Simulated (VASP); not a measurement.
Calculation: r2SCAN meta-GGA, VASP's PBE PAW potentials (set 64) (plane waves; VASP).

Input for VASP

File KPOINTS:
```
K-points
0
G
 7 7 7
```

INCAR:
```
ALGO  =  Normal
EDIFF  =  1E-7
ENCUT  =  520
ISIF  =  2
ISMEAR  =  0
LASPH  =  T
LCHARG  =  F
LMAXMIX  =  4
LMIXTAU  =  T
LREAL  =  F
LWAVE  =  F
METAGGA  =  R2SCAN
NELM  =  100
PREC  =  Accurate
SIGMA  =  0.05
SYSTEM  =  AlSb
```

**POSCAR**
```
AlSb
1
    0.0000000000     3.1522285926     3.1522285926
    3.1522285926     0.0000000000     3.1522285926
    3.1522285926     3.1522285926     0.0000000000
Al Sb
1 1
Direct
  0.0000000000   0.0000000000   0.0000000000
  0.2500000000   0.2500000000   0.2500000000
```

POTCAR, in this order: Al Sb (PBE.64 set). Program: vasp_std.

Output of the run:

**OUTCAR**
```
 ion  position               nearest neighbor table
   1  0.000  0.000  0.000-   2 2.73   2 2.73   2 2.73   2 2.73
   2  0.250  0.250  0.250-   1 2.73   1 2.73   1 2.73   1 2.73
  LATTYP: Found a face centered cubic cell.
 ALAT       =     6.3044571852
 Subroutine PRICEL returns:
 Original cell was already a primitive cell.
 Subroutine GETGRP returns: Found 24 space group operations
The static configuration has the point symmetry T_d .
The dynamic configuration has the point symmetry T_d .
 Subroutine INISYM returns: Found 24 space group operations
 Subroutine IBZKPT returns following result:
 Found     20 irreducible k-points:

 Following reciprocal coordinates:
            Coordinates               Weight
  0.000000  0.000000  0.000000      1.000000
  0.142857  0.000000  0.000000      8.000000
  0.285714  0.000000  0.000000      8.000000
  0.428571  0.000000  0.000000      8.000000
  0.142857  0.142857  0.000000      6.000000
  0.285714  0.142857  0.000000     24.000000
  0.428571  0.142857  0.000000     24.000000
 -0.428571  0.142857  0.000000     24.000000
 -0.285714  0.142857  0.000000     24.000000
...
```

OSZICAR:
```
       N       E                     dE             d eps       ncg     rms          rms(c)
DAV:   1    -0.595852780908E+01   -0.59585E+01   -0.29670E+03   320   0.766E+02
DAV:   2    -0.330856397057E+02   -0.27127E+02   -0.25723E+02   392   0.894E+01
DAV:   3    -0.338628988483E+02   -0.77726E+00   -0.77726E+00   432   0.198E+01
DAV:   4    -0.338674511540E+02   -0.45523E-02   -0.45523E-02   472   0.182E+00
DAV:   5    -0.338674752794E+02   -0.24125E-04   -0.24125E-04   448   0.112E-01    0.370E+00
DAV:   6    -0.328881941754E+02    0.97928E+00   -0.27115E-01   392   0.347E+00    0.243E+00
DAV:   7    -0.328504049576E+02    0.37789E-01   -0.17924E-01   352   0.275E+00    0.511E-01
DAV:   8    -0.328966797461E+02   -0.46275E-01   -0.97476E-02   320   0.246E+00    0.409E-01
DAV:   9    -0.328909134107E+02    0.57663E-02   -0.19528E-02   320   0.118E+00    0.983E-02
DAV:  10    -0.329093431361E+02   -0.18430E-01   -0.13703E-02   320   0.104E+00    0.576E-02
DAV:  11    -0.329099394902E+02   -0.59635E-03   -0.12380E-03   352   0.323E-01    0.308E-02
DAV:  12    -0.329101512394E+02   -0.21175E-03   -0.13173E-04   336   0.125E-01    0.163E-02
DAV:  13    -0.329100995639E+02    0.51675E-04   -0.97648E-05   336   0.100E-01    0.109E-02
DAV:  14    -0.329101596331E+02   -0.60069E-04   -0.71334E-05   320   0.882E-02    0.636E-03
DAV:  15    -0.329101637480E+02   -0.41149E-05   -0.21263E-06   376   0.166E-02    0.309E-03
DAV:  16    -0.329101638715E+02   -0.12359E-06   -0.21853E-07   392   0.466E-03    0.211E-03
DAV:  17    -0.329101639678E+02   -0.96230E-07   -0.79878E-08   320   0.343E-03
   1 F= -.32910164E+02 E0= -.32910164E+02  d E =-.661117E-11
```

### OUTCAR
```
------------------------ aborting loop because EDIFF is reached ----------------------------------------
  FORCE on cell =-STRESS in cart. coord.  units (eV):
  Direction    XX          YY          ZZ          XY          YZ          ZX
  --------------------------------------------------------------------------------------
  Total       -1.1176148     -1.1176148     -1.1176148      0.0000000      0.0000000     -0.0000000
  in kB      -28.5837766    -28.5837766    -28.5837766      0.0000000      0.0000000     -0.0000000
  external PRESSURE =     -28.5837766 kB  Pullay stress =       0.0000000 kB
  volume of cell :       62.64
      direct lattice vectors                 reciprocal lattice vectors
     0.000000000  3.152228593  3.152228593    -0.158617938  0.158617938  0.158617938
     3.152228593  0.000000000  3.152228593     0.158617938 -0.158617938  0.158617938
     3.152228593  3.152228593  0.000000000     0.158617938  0.158617938 -0.158617938
 POSITION                                       TOTAL-FORCE (eV/Angst)
 -----------------------------------------------------------------------------------
      0.00000      0.00000      0.00000         0.000000     -0.000000     -0.000000
      1.57611      1.57611      1.57611        -0.000000      0.000000      0.000000
 -----------------------------------------------------------------------------------
    total drift:                                0.000001      0.000001      0.000001
  FREE ENERGIE OF THE ION-ELECTRON SYSTEM (eV)
  ---------------------------------------------------
  free  energy   TOTEN  =       -32.9101639678 eV

  energy  without entropy=      -32.9101639678  energy(sigma->0) =      -32.91016397
```
(Selected blocks of OUTCAR.)

The compound is AlSb in the zinc blende structure. This cell is one point of a volume scan, at 1.06 of the reference volume.
